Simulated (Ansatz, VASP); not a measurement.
## La2O3 in VASP and in Ansatz

The input INCAR:

```
PREC = Accurate
ENCUT = 520
EDIFF = 1E-6
ISMEAR = 0
SIGMA = 0.01
LREAL = F
LASPH = T
NELM = 80
ALGO = Normal
ISIF = 2
LWAVE = F
LCHARG = T
GGA = PE
LELF = T
LVHAR = T
NBANDS = 28
```

KPOINTS

```
regular mesh
0
Gamma
  6 6 4
```

Contents of POSCAR:

```
La2O3
1.0
    3.9307780000      0.0000000000      0.0000000000
   -1.9653890000      3.4041530000      0.0000000000
    0.0000000000      0.0000000000      6.1119540000
La O
2 3
Direct
    0.6666666667      0.3333333333      0.7537640000
    0.3333333333      0.6666666667      0.2462360000
    0.6666666667      0.3333333333      0.3541090000
    0.3333333333      0.6666666667      0.6458910000
    0.0000000000      0.0000000000      0.0000000000
```

Input for Ansatz:

```yaml
crystal:
  lattice:
    - [3.930778, 0.0, 0.0]
    - [-1.965389, 3.404153, 0.0]
    - [0.0, 0.0, 6.111954]
  atoms:
    - { symbol: La, position: [0.6666666666666666, 0.3333333333333333, 0.753764] }
    - { symbol: La, position: [0.3333333333333333, 0.6666666666666666, 0.246236] }
    - { symbol: O, position: [0.6666666666666666, 0.3333333333333333, 0.354109] }
    - { symbol: O, position: [0.3333333333333333, 0.6666666666666666, 0.645891] }
    - { symbol: O, position: [0.0, 0.0, 0.0] }
basis:
  ecutwfc: 450.0
kpoints:
  mp_grid:
    grid: [6, 6, 4]
hamiltonian:
  xc: pbe
scf:
  occupations:
    method: fixed
output:
  forces: true
  stress: true
```

The cell is a database's computed one.

Alike in both runs: task single point; functional PBE; k mesh 6 × 6 × 4; no spin polarisation.

|  | VASP | Ansatz |
| --- | --- | --- |
| version | VASP 6.6.1 | Ansatz 0.2.0 |
| potentials or method | VASP PAW PBE potentials, release 64 (La, O) | plane waves, PAW |
| plane-wave cutoff (eV) | 520 | 450 |
| occupations | gaussian, width 0.01 eV | fixed |
| valence electrons in the cell | 40 | 40 |

|  | VASP | Ansatz | Ansatz less VASP |
| --- | --- | --- | --- |
| pressure (GPa) | 1.6 | 1.9 | +0.29 |
| largest component of the traceless stress (GPa) | 0.22 | 0.18 | -0.042 |
| rms of the force components (eV/Å) | 0.004 | 0.006 | +0.0021 |

Atom by atom the forces differ by 0.005 eV/Å (rms over components).

Caveats: spin-orbit coupling is left out, which moves the levels of the heavy elements. A k mesh can miss the band edges. PBE gaps usually lie below the measured ones, often by a third to a half.
